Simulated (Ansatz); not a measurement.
# WC (Fm-3m) in Ansatz: equation of state

How stiff is WC in PBEsol, and what volume does it want? The cell is scaled to several volumes.

Everything below comes from runs of Ansatz 0.2.0. Logs are shortened: lines on timing, memory, paths and dates and some standing lists are left out, and cuts for length are marked.

**1. The crystal as given**

It takes space group Fm-3m (No. 225, cubic). Conventional cell: a = 4.385 Å, b = 4.385 Å, c = 4.385 Å, α = 90.00°, β = 90.00°, γ = 90.00°. W (site symmetry m-3m) is surrounded by 6 C at 2.19 Å. C (site symmetry m-3m) is surrounded by 6 W at 2.19 Å.

Measurements of this composition are mostly on another form, of space group No. 187.

**2. Equation of state, PBEsol**

Potentials or basis: all-electron LAPW, scalar-relativistic.

No new run: the results of the series are fitted here.

Results:

- Equilibrium volume: 10.25 Å³/atom
- Bulk modulus: 389 GPa
- Pressure derivative of the bulk modulus: 4.3

Energy against volume, from the lowest point:
```tsv
volume (Å³/atom)	energy (meV/atom)
9.910	14.00
10.120	1.37
10.331	0.00
10.542	8.75
10.753	26.56
10.964	52.52
11.175	85.76
```

Spin-orbit coupling is left out, which matters for the levels of W.
